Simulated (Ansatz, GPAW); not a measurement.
Given: the input of a run of GPAW 26.7.0 (ASE script) on Nb. 

File run.py:

```python
from ase.dft.bandgap import bandgap
from ase.io import read, write
from ase.units import GPa
from gpaw import GPAW, PW

atoms = read('POSCAR')

calc = GPAW(mode=PW(600),
            xc='PBE',
            kpts={'size': (11, 11, 11), 'gamma': True},
            occupations={'name': 'methfessel-paxton', 'order': 0, 'width': 0.019000000000000003},
            nbands=15,
            convergence={'density': 1e-05, 'energy': 1e-05},
            maxiter=150,
            txt='gpaw.txt')
atoms.calc = calc
energy = atoms.get_potential_energy()
forces = atoms.get_forces()
stress = atoms.get_stress()
calc.write('gs.gpw')
write('result.traj', atoms)
print(f'Energy: {energy:.6f} eV')
print('Forces (eV/A):')
print(forces.round(4))
print('Stress (GPa):', (stress / GPa).round(3))
print('Fermi level:', round(calc.get_fermi_level(), 4), 'eV')
print(f'Gap: {bandgap(calc)[0]:.4f} eV, direct: {bandgap(calc, direct=True)[0]:.4f} eV')
```

Contents of POSCAR:

```
Nb
1.0
   -1.6639500000      1.6639500000      1.6639500000
    1.6639500000     -1.6639500000      1.6639500000
    1.6639500000      1.6639500000     -1.6639500000
Nb
1
Direct
    0.0000000000      0.0000000000      0.0000000000
```

Potentials or basis: GPAW PAW data sets (gpaw-data 1.2.1), pw.

Launch:

```sh
$ OMP_NUM_THREADS=1 python run.py
```

Task: Set up the same calculation for Ansatz 0.2.0. Potentials or basis there: all-electron LAPW, scalar-relativistic.

Result: As run (cutoffs and basis follow the program's own potentials, and thresholds, step limits or extra output files can differ):

input.yaml

```yaml
crystal:
  lattice:
    - [-1.66395, 1.66395, 1.66395]
    - [1.66395, -1.66395, 1.66395]
    - [1.66395, 1.66395, -1.66395]
  atoms:
    - { symbol: Nb, position: [0.0, 0.0, 0.0] }
kpoints:
  mp_grid: { grid: [11, 11, 11] }
scf:
  occupations: { method: gaussian, width: 0.019 }
hamiltonian:
  xc: pbe
  pseudopotentials: { kind: all_electron, lapw: { basis_error: 0.001 } }
output:
  forces: true
  stress: true
  eigenvalues: true
```

Potentials or basis: all-electron LAPW, scalar-relativistic.

Launch:

```console
$ ansatz run input.yaml --threads 1 --pin off --max-ram 3072MiB --backend cpu --events-out ev --progress --plain --runs-dir out
```

Both were run:

|  | GPAW | Ansatz |
| --- | --- | --- |
| Pressure | -2.5 GPa | -1.7 GPa |

Where Ansatz's input types no cutoff or centring, it takes its own default and a Γ-centred mesh.

Pressure is positive in compression.
